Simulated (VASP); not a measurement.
Runs of VASP 6.6.1 on Al. Symmetry: Im-3m, No. 229, cubic system. Conventional cell: a = 3.214 Å, b = 3.214 Å, c = 3.214 Å, α = 90.00°, β = 90.00°, γ = 90.00°. Al (site symmetry m-3m) is surrounded by 8 Al at 2.78 Å. The cell was built by a generator and needn't be a form met in nature.

```csv
task,spin,cell,k mesh,k mesh for the DOS,occupations for the DOS,gap on the mesh (eV),pressure (GPa),moment (μB)
single point,off,"Im-3m, 16.61 Å³/atom",8 × 8 × 8,-,-,none,(a),-
single point,"non-collinear, zero start, SOC","Im-3m, 17.09 Å³/atom",18 × 18 × 18,-,-,-,-0.7,0.00
single point,off,"Im-3m, 16.84 Å³/atom",8 × 8 × 8,-,-,none,1.0,-
density of states,"non-collinear, zero start, SOC","Im-3m, 16.94 Å³/atom",18 × 18 × 18,27 × 27 × 27,tetrahedron,-,-,0.00
```

Alike in all rows: level PBE; potentials or basis VASP PAW PBE potentials, release 64 (Al); cutoff (eV) 520; smearing gaussian 0.05 eV.

Fill in the values left out.

(a) 2.1.

A gap of «none» marks a metal or a gap under the smearing width.
